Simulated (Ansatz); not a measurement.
# BAs: the cost of one run

Method: DFT r2SCAN, scalar-relativistic, plane waves, PAW, in Ansatz 0.2.0.

2 further runs of the same task are left out: 1 that didn't finish, 1 set aside as unsound or not needed.

## (1) The structure to begin with

It takes space group F-43m (No. 216, cubic). The conventional cell has a = 4.809 Å, b = 4.809 Å, c = 4.809 Å, α = 90.00°, β = 90.00°, γ = 90.00°. B (site symmetry -43m) is surrounded by 4 As at 2.08 Å. Around As (site symmetry -43m) lie 4 B at 2.08 Å.

Coordinates:

```cif
data_structure
_symmetry_space_group_name_H-M 'F-43m'
_symmetry_Int_Tables_number 216
_cell_length_a 4.8089
_cell_length_b 4.8089
_cell_length_c 4.8089
_cell_angle_alpha 90.000
_cell_angle_beta 90.000
_cell_angle_gamma 90.000
_cell_volume 111.21
loop_
_atom_site_label
_atom_site_type_symbol
_atom_site_symmetry_multiplicity
_atom_site_Wyckoff_symbol
_atom_site_fract_x
_atom_site_fract_y
_atom_site_fract_z
_atom_site_occupancy
B1 B 4 d 0.25000 0.25000 0.75000 1
As1 As 4 b 0.50000 0.00000 0.00000 1
```

The cell was relaxed beforehand at this level, from a generated guess; it needn't be the stable form of this composition. At a tolerance of 0.02 Å it has space group F-43m (No. 216); it has 13.90 Å³/atom, an uncorrected energy of -0.03 eV/atom over the elements and, on its mesh, gap 1.20 eV.

## (2) Level of theory: r2SCAN

Contents of input.yaml:

```yaml
crystal:
  lattice:
    - [0.0, 2.4044490725, 2.4044490725]
    - [2.4044490725, 0.0, 2.4044490725]
    - [2.4044490725, 2.4044490725, 0.0]
  atoms:
    - { symbol: B, position: [0.25, 0.25, 0.25] }
    - { symbol: As, position: [0.5, 0.5, 0.5] }
basis:
  ecutwfc: 500
kpoints:
  mp_grid: { grid: [10, 10, 10] }
  band_path:
    path:
      - [[0.0, 0.0, 0.0], [-0.5, -0.5, 0.0], [-0.375, -0.375, 0.25]]
      - [[-0.375, 0.0, 0.375], [0.0, 0.0, 0.0], [0.0, 0.0, 0.5], [-0.5, -0.25, 0.25], [-0.5, -0.5, 0.0]]
    npoints: 14
hamiltonian:
  xc: r2scan
scf:
  occupations: { method: gaussian, width: 0.02 }
  n_extra_bands: 6
output:
  forces: true
  stress: true
  eigenvalues: true
  populations: true
  dos: { projected: true, de: 0.02, nscf_kmesh: { grid: [15, 15, 15] } }
  bader: true
  write_density: true
  write_potential: true
  elf: true
  volumetric_format: npy
```

Run with:

```
$ ansatz run input.yaml --threads 1 --pin off --max-ram 2560MiB --backend cpu --events-out ev --progress --plain --runs-dir out
```

Q: Estimate wall time and peak memory on 1 thread of Arm Neoverse V1, shared host.

About 38 s, with a peak of 0.37 GiB.
